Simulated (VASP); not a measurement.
Write the native input for VASP 6.6.1 that does the following.

```yaml
Task: single point
Functional: PBEsol
Potentials_or_basis: VASP PAW PBE potentials, release 64 (Ca_sv)
Cutoff: 520 eV
k_mesh: 2 × 2 × 1
Occupations: fermi-dirac, width 0.05 eV
Spin: no spin polarisation
Dipole_correction: no
Further_INCAR_settings: ALGO = Fast; EDIFF = 1e-07; NBANDS = 77
```

The structure of Ca lies in POSCAR:

```
Ca
1.0
    7.8913120000      0.0000000000      0.0000000000
    3.9456560000      6.8340760000      0.0000000000
    0.0000000000      0.0000000000     18.4432290000
Ca
13
Direct
    0.1666640452      0.1666648132      0.0542204405
    0.6666696209      0.1666648132      0.0542204405
    0.1666686331      0.6666738854      0.0542204405
    0.6666615366      0.6666738854      0.0542204405
   -0.1861614821      0.3611461154      0.2202054749
    0.3093314779      0.3765834621      0.2206663486
   -0.2150908438      0.8808798732      0.2210187815
    0.3069515222      0.8798409617      0.2366180022
    0.0190034325      0.0090575522      0.4090661131
    0.5328233111      0.0454487190      0.4152797756
    0.0939380601      0.4431469594      0.3867815121
    0.4929293660      0.5170852651      0.3832354953
    0.2402084264      0.5209628924      0.5450618219
```

The cell was built by a generator and needn't be a form met in nature.

The input as run:

INCAR

```
ALGO = Fast
EDIFF = 1E-7
ENCUT = 520
GGA = PS
ISIF = 2
ISMEAR = -1
LASPH = True
LCHARG = False
LREAL = False
LWAVE = False
NBANDS = 77
NELM = 100
PREC = Accurate
SIGMA = 0.05
```

KPOINTS

```
k-points
0
Gamma
  2 2 1
```

Potentials or basis: VASP PAW PBE potentials, release 64 (Ca_sv).

The run is started by

```bash
$ cat potpaw_PBE.64/Ca_sv/POTCAR > POTCAR
$ mpirun -np 1 vasp_std > vasp.out
```

It gave:

```
Largest force          : 1.347 eV/Å
Band gap on the k mesh : none (metal or under the smearing width)
```

Caveat: the k mesh is coarse (spacing up to 0.46 Å⁻¹), so the values aren't converged; the PAW data sets were made with another functional, which shifts forces and pressure a little.

It took 28 min on 1 thread of Intel(R) Xeon(R) 6975P-C (Granite Rapids), on a shared host, peak memory 1.1 GiB.
